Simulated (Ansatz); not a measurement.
Seebeck coefficient (μV/K, mean over directions) of n-type GeTe (R3m) against carrier density, r2SCAN with spin-orbit coupling, rigid bands (Ansatz, a quantum-chemistry and plane-wave program). Computed gap 0.47 eV; densities at which minority carriers matter at this gap, or further valleys turn the trend, are left out. Conductivity mass 0.198 mₑ (harmonic mean over directions), N_c = 1.5e19 cm⁻³ at 300 K.

```tsv
electron density	300 K	500 K
3e18 cm⁻³	…	-428
1e19 cm⁻³	-250	…
3e19 cm⁻³	-166	-239
1e20 cm⁻³	-95	-159
3e20 cm⁻³	-65	-117
1e21 cm⁻³	-62	…
```

Problem. Complete the blanks.

Solution. 
- 3e18 cm⁻³, 300 K: -350
- 1e19 cm⁻³, 500 K: -327
- 1e21 cm⁻³, 500 K: -102

Rigid bands with a gap fixed in temperature, one relaxation time for all states, no polarons or phonon drag, and whether or not such doping can be reached.
